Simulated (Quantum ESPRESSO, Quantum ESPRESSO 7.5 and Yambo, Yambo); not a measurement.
# GaN (F-43m): Bethe-Salpeter spectra with Yambo

Aim: the absorption spectrum of GaN (F-43m) with electron-hole interaction, and what each part of the kernel does.

Method: PBE and many-body steps on it, plane waves, in Quantum ESPRESSO 7.5 and Yambo 5.3.0.

**1. The starting structure**

The structure is cubic, space group F-43m (No. 216). Conventional cell: a = 4.507 Å, b = 4.507 Å, c = 4.507 Å, α = 90.00°, β = 90.00°, γ = 90.00°. Nearest to Ga lie 4 N at 1.95 Å. Nearest to N lie 4 Ga at 1.95 Å. Farther neighbours and most contacts between anions are not listed.

The cell and positions are those that the Materials Project relaxed with its own functionals (PBE, PBE+U or r2SCAN), kept fixed. This is not the form that GaN usually takes at ambient conditions.

**2. Empty states on the mesh, 4×4×4 mesh, 64 bands**

This step: Quantum ESPRESSO 7.5; DFT, PBE, plane waves, norm-conserving pseudopotentials.

The sums over transitions need many empty states on a uniform mesh; this step solves for them.

pw.in reads:

```
&control
  calculation = 'nscf'
  prefix = 'x'
  outdir = 'o'
  pseudo_dir = 'pseudo'
/
&system
  ibrav = 0
  nat = 2
  ntyp = 2
  ecutwfc = 104.0
  nbnd = 64
  force_symmorphic = .true.
/
&electrons
  conv_thr = 1e-9
  electron_maxstep = 80
  diago_full_acc = .true.
  diago_thr_init = 5e-6
/
ATOMIC_SPECIES
  Ga 69.723 Ga.upf
  N 14.007 N.upf
CELL_PARAMETERS angstrom
  0.0000000000 2.2535006075 2.2535006075
  2.2535006075 0.0000000000 2.2535006075
  2.2535006075 2.2535006075 0.0000000000
ATOMIC_POSITIONS crystal
  Ga 0.0000000000 0.0000000000 0.0000000000
  N 0.7500000000 0.7500000000 0.7500000000
K_POINTS automatic
  4 4 4 0 0 0
```

Started as:

```console
$ OMP_NUM_THREADS=1 mpirun -n 4 pw.x -nk 4 -in pw.in > pw.out
```

What it wrote:

```text
Program PWSCF v.7.5 starts

     This program is part of the open-source Quantum ESPRESSO suite
     for quantum simulation of materials; please cite
         "P. Giannozzi et al., J. Phys.:Condens. Matter 21 395502 (2009);
         "P. Giannozzi et al., J. Phys.:Condens. Matter 29 465901 (2017);
         "P. Giannozzi et al., J. Chem. Phys. 152 154105 (2020);
     in publications or presentations arising from this work. More details at

     Atomic positions and unit cell read from directory:
     o/x.save/

     Message from routine setup:
[...]
k =-0.3536-0.3536 0.3536 (  2788 PWs)   bands (ev):

[...]
79.3958  85.0606  86.8498  86.8498  89.7838  89.7838  91.5902  93.7965
    93.7965  94.3647  94.3647  94.4060  98.7773 101.7682 101.7682 102.7861

          k = 0.3536 0.0000 0.0000 (  2786 PWs)   bands (ev):

     [... further k-points ...]

     highest occupied, lowest unoccupied level (ev):    11.6293   13.3821

     XML data file, pseudopotentials, collected wavefunctions

=------------------------------------------------------------------------------=
   JOB DONE.
=------------------------------------------------------------------------------=
```

Wall time 2.9 s (4 MPI ranks of Arm Neoverse V1, shared host); peak memory 0.24 GiB.

This step gave:

```
gap                                                           : 1.753 eV
k of the valence top                                          : 0, 0, 0
k of the conduction bottom                                    : 0, 0, 0
least direct gap                                              : 1.753 eV
k points computed                                             : 8
lowest point of the top converged band, above the valence top : 77.4474 eV
```

On this mesh the gap is 1.753 eV.

The density comes from a self-consistent run that is not shown.

**3. Conversion and set-up**

This step: Yambo 5.3.0; conversion and set-up on PBE, plane waves, norm-conserving pseudopotentials.

The states are converted to the many-body program's format and the q mesh is built.

Started as:

```console
$ (cd o/x.save; p2y > p2y.log; mv SAVE ../..); yambo > setup.log
```

What it wrote:

```text
 Yambo, version 5.3.0

 [02] CORE Variables Setup
 =========================

  [02.01] Unit cells
  ==================

  Cell kind             :  FCC
  Atoms in the cell     :  Ga  N
  number of Ga atoms    :  1
  number of N  atoms    :  1

  List of atomic masses
  Mass of Ga    :  69.72300
  Mass of N     :  14.00700

  List of atomic coordinates    : [cc]
  Ga1       :  0.000000  0.000000  0.000000  order 1
  N1       :  6.387748  6.387748  6.387748  order 2

  Alat factors          :  4.258499  4.258499  4.258499 [a.u.]
  Direct lattice volume :  154.4542 [a.u.]
[...]
==========================================

 IBZ Q-points                                      :   8
 BZ  Q-points                                      :   64

 K/Q-points units:
 rlu = crystal or reduced units; cc = cartesian coordinates; iku = interal k-units

 Q [1]          [rlu]:  0.000000  0.000000  0.000000
 Q [2]          [rlu]:  0.10757E-16  0.10757E-16  0.25000
 Q [3]          [rlu]: -0.21514E-16 -0.21514E-16 -0.50000
[...]
Q [7]          [rlu]:  0.46183E-16 -0.50000     -0.50000
 Q [8]          [rlu]:  0.250000 -0.500000 -0.250000

  [03.01] X indexes
  =================

   [03.01.01] Sigma indexes
   ========================

 [06] Game Over & Game summary
```

It took 2.4 s on 1 MPI rank; peak memory 0.24 GiB.

**4. Screening and self-energy, 4×4×4 mesh, 64 bands, screening to 163.3 eV**

G0W0 replaces the xc potential by the self-energy, built once from these orbitals. Only a window of levels is corrected, while the sums run over the empty bands that the input names.

This step: G0W0 on PBE, plane waves, norm-conserving pseudopotentials.

gw1.in reads:

```
HF_and_locXC
gw0
dyson
ppa
em1d
rim_cut
RandQpts= 1000000
RandGvec= 1 RL
EXXRLvcs= 104 Ry
VXCRLvcs= 416 Ry
Chimod= "HARTREE"
% BndsRnXp
 1 | 64 |
%
NGsBlkXp= 12 Ry
% LongDrXp
 1 | 1 | 1 |
%
% GbndRnge
 1 | 64 |
%
DysSolver= "n"
ExtendOut
PPAPntXp= 27.21138 eV
% QPkrange
 1 | 1 | 12 | 15 |
%
```

Started as:

```console
$ OMP_NUM_THREADS=1 mpirun -n 4 yambo -F gw1.in -J gw1 -C gw1 > gw1.log
```

What it wrote:

```text
 Yambo, version 5.3.0

 [02] CORE Variables Setup
 =========================

  [... cell, symmetries and grids as in the set-up ...]

  [02.05] Energies & Occupations
  ==============================

  [X] === General ===
  [X] Electronic Temperature                        :  0.000000  0.000000 [eV K]
  [X] Bosonic    Temperature                        :  0.000000  0.000000 [eV K]
  [X] Finite Temperature mode                       : no
  [X] El. density                                   :  0.11360E+25 [cm-3]
[...]
Sx RL components                                 :  2741

   QP @ state[ 1 ] K range                          :  1  1
   QP @ state[ 1 ] b range                          :  12  15
   GF energies kind                                 : Perdew, Burke & Ernzerhof(X)+Perdew, Burke & Ernzerhof(C)
   GF WF`s kind                                     : Perdew, Burke & Ernzerhof(X)+Perdew, Burke & Ernzerhof(C)
   Xs energies kind                                 : Perdew, Burke & Ernzerhof(X)+Perdew, Burke & Ernzerhof(C)
   Xs WF`s kind                                     : Perdew, Burke & Ernzerhof(X)+Perdew, Burke & Ernzerhof(C)

 [11] Game Over & Game summary
```

Run time: 25 s. Hardware: 4 MPI ranks; peak memory 1.4 GiB.

This step gave:

- G0W0 gap on the points computed: 2.530 eV
- starting gap on the mesh: 1.753 eV
- k of the valence top: 0, 0, 0
- k of the conduction bottom: 0, 0, 0
- least direct G0W0 gap on the computed points: 2.530 eV

The gap on the mesh goes from 1.75 eV to 2.53 eV, a correction of +0.78 eV.

The gap opens by 0.778 eV; the next steps shift the empty bands rigidly by 0.778 eV.

**5. Empty states on the mesh, 4×4×4 mesh, 21 bands**

This step: Quantum ESPRESSO 7.5; DFT, PBE, plane waves, norm-conserving pseudopotentials.

pw.in: that of step 2 with these lines changed.

```diff
@@ -11,3 +11,3 @@
   ecutwfc = 104.0
-  nbnd = 64
+  nbnd = 21
   force_symmorphic = .true.
```

Started as:

```console
$ OMP_NUM_THREADS=1 mpirun -n 4 pw.x -nk 4 -in pw.in > pw.out
```

What it wrote:

```text
[banner, memory and clock lines left out]
Program PWSCF v.7.5 starts

     Atomic positions and unit cell read from directory:
     o/x.save/

     Message from routine setup:
     using ibrav=0 with symmetry is DISCOURAGED, use correct ibrav instead

     G-vector sticks info

     bravais-lattice index     =            0
     lattice parameter (alat)  =       6.0224  a.u.
     unit-cell volume          =     154.4542 (a.u.)^3
     number of atoms/cell      =            2
     number of atomic types    =            2
     number of electrons       =        26.00
[...]
-130.4589 -81.1984 -81.1979 -81.1979  -3.7464  -1.8262  -1.8262  -1.5707
    -1.5707  -1.5071   7.7858  11.1118  11.1118  15.7170  20.4400  22.4403
    22.4403  27.6520  28.4742  28.4742  34.2564

          k =-0.3536-0.3536 0.3536 (  2788 PWs)   bands (ev):

  -130.4588 -81.1992 -81.1981 -81.1981  -3.4070  -1.8011  -1.8011  -1.5283
    -1.5283  -0.2881   4.6109  10.6661  10.6661  16.3033  20.3576  22.0342
    22.0342  27.2744  31.2403  31.2403  34.7769

          k = 0.3536 0.0000 0.0000 (  2786 PWs)   bands (ev):

     [... further k-points ...]

     highest occupied, lowest unoccupied level (ev):    11.6293   13.3821

     XML data file, pseudopotentials, collected wavefunctions
```

The job ended after 1.3 s (4 MPI ranks; peak memory 0.05 GiB; 4.9 s of CPU time).

Numbers from this step:

| Item | Value |
| --- | --- |
| gap | 1.753 eV |
| k of the valence top | 0, 0, 0 |
| k of the conduction bottom | 0, 0, 0 |
| least direct gap | 1.753 eV |
| k points computed | 8 |
| lowest point of the top converged band, above the valence top | 18.82 eV |

On this mesh the gap is 1.753 eV.

**6. Conversion and set-up**

This step: Yambo 5.3.0; conversion and set-up on PBE, plane waves, norm-conserving pseudopotentials.

Started as:

```console
$ (cd o/x.save; p2y > p2y.log; mv SAVE ../..); yambo > setup.log
```

What it wrote:

```text
 Yambo, version 5.3.0

 [02] CORE Variables Setup
 =========================

  [02.01] Unit cells
  ==================

  Cell kind             :  FCC
  Atoms in the cell     :  Ga  N
  number of Ga atoms    :  1
  number of N  atoms    :  1

  List of atomic masses
  Mass of Ga    :  69.72300
  Mass of N     :  14.00700

  List of atomic coordinates    : [cc]
  Ga1       :  0.000000  0.000000  0.000000  order 1
  N1       :  6.387748  6.387748  6.387748  order 2

  Alat factors          :  4.258499  4.258499  4.258499 [a.u.]
  Direct lattice volume :  154.4542 [a.u.]
[...]
==========================================

 IBZ Q-points                                      :   8
 BZ  Q-points                                      :   64

 K/Q-points units:
 rlu = crystal or reduced units; cc = cartesian coordinates; iku = interal k-units

 Q [1]          [rlu]:  0.000000  0.000000  0.000000
 Q [2]          [rlu]:  0.10757E-16  0.10757E-16  0.25000
 Q [3]          [rlu]: -0.21514E-16 -0.21514E-16 -0.50000
[...]
Q [7]          [rlu]:  0.46183E-16 -0.50000     -0.50000
 Q [8]          [rlu]:  0.250000 -0.500000 -0.250000

  [03.01] X indexes
  =================

   [03.01.01] Sigma indexes
   ========================

 [06] Game Over & Game summary
```

It took 2.4 s on 1 MPI rank; peak memory 0.24 GiB.

(Part 1 of 4 ends here.)

[Paths, hosts, dates, memory and timing lines, banners, echoed tables and standing remarks are left out of the program output.]

[Logs are printed without paths, hosts, clocks, repeated set-up lines and the standing remarks that a program may print on its own settings, such as how far it seeks lower states.]

[Runs of the session that timed out or met a known fault of the program may be left out.]

[Hosts, paths, dates, database ids (printed as entryN), source tags and the programs' standing remarks are cut or masked in the printed files.]
